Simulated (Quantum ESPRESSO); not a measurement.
KF (Carobbiite) in Quantum ESPRESSO: the effect of functional

Crystal: KF (Carobbiite).

```
CELL_PARAMETERS angstrom
0.00000 2.67185 2.67185
2.67185 0.00000 2.67185
2.67185 2.67185 0.00000
ATOMIC_POSITIONS crystal
K 0.00000 0.00000 0.00000
F 0.50000 0.50000 0.50000
```

Alike in all runs:

- Program: Quantum ESPRESSO 7.5
- Cutoff: 1143 eV
- Density cutoff: 4572 eV
- k mesh: 4 × 4 × 4, shifted
- Occupations: fermi-dirac, width 0.05 eV
- Spin: no spin polarisation

Each run relaxes the cell or the atoms first.

**Question.** One run gave: relaxed volume 19.84 Å³/atom; dielectric constant 1.96 mean; highest phonon frequency 165 cm⁻¹. Which functional did it use?
A. LDA
B. revPBE
C. PBE
D. BLYP
E. vdW-DF-cx

**Answer.** C.

```csv
functional,potentials or basis,relaxed volume (Å³/atom),dielectric constant (mean),highest phonon frequency (cm⁻¹)
LDA,PseudoDojo 0.4.1 SR LDA standard,17.16,2.10,211
PBE,PseudoDojo 0.4.1 SR PBE standard,19.84,1.96,165
revPBE,PseudoDojo 0.4.1 SR PBE standard,21.24,1.89,142
RPBE,PseudoDojo 0.4.1 SR PBE standard,21.54,1.87,141
BLYP,PseudoDojo 0.4.1 SR PBE standard,20.33,1.94,164
vdW-DF-cx,PseudoDojo 0.4.1 SR PBE standard,19.17,1.98,180
```

Caveats: the potentials were made for another functional, which shifts forces and pressure (some runs); before the sum rule the acoustic modes lie tens of cm⁻¹ from zero, a sign that the density grid also shifts the optical modes (some runs).

Not every run made on this cell is shown here.
